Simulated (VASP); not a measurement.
Here is a VASP 6.6.1 calculation.

The input INCAR:

```
  PREC = Accurate
  ENCUT = 600
  EDIFF = 1E-6
  ISMEAR = 1
  SIGMA = 0.1
  LREAL = F
  LASPH = T
  NELM = 100
  ALGO = Normal
  ISIF = 3
  LWAVE = F
  LCHARG = F
  METAGGA = RTPSS
  LMIXTAU = T
  IBRION = 2
  NSW = 40
  EDIFFG = -0.02
```

The input KPOINTS:

```
Automatic mesh
0
Gamma
  12 12 12
```

POSCAR

```
Mo
1.0
   -1.5838089719      1.5838089719      1.5838089719
    1.5838089719     -1.5838089719      1.5838089719
    1.5838089719      1.5838089719     -1.5838089719
Mo
1
Direct
    0.0000000000      0.0000000000      0.0000000000
```

Potentials or basis: VASP PAW PBE potentials, release 64 (Mo_sv).

The run is started by

```console
$ cat potpaw_PBE.64/Mo_sv/POTCAR > POTCAR
$ mpirun -np 1 vasp_std > vasp.out
```

Problem. What does it give for the relaxed cell?

Solution. a = 2.722 Å, b = 2.722 Å, c = 2.722 Å, α = 109.47°, β = 109.47°, γ = 109.47°.

Problem. Predict the space group after relaxing (to 0.05 Å).

Solution. Im-3m (No. 229).

Final structure:
```cif
data_structure
_symmetry_space_group_name_H-M 'P 1'
_symmetry_Int_Tables_number 1
_cell_length_a 2.7220
_cell_length_b 2.7220
_cell_length_c 2.7220
_cell_angle_alpha 109.471
_cell_angle_beta 109.471
_cell_angle_gamma 109.471
_cell_volume 15.53
loop_
_atom_site_label
_atom_site_type_symbol
_atom_site_fract_x
_atom_site_fract_y
_atom_site_fract_z
_atom_site_occupancy
Mo1 Mo 0.00000 0.00000 0.00000 1
```
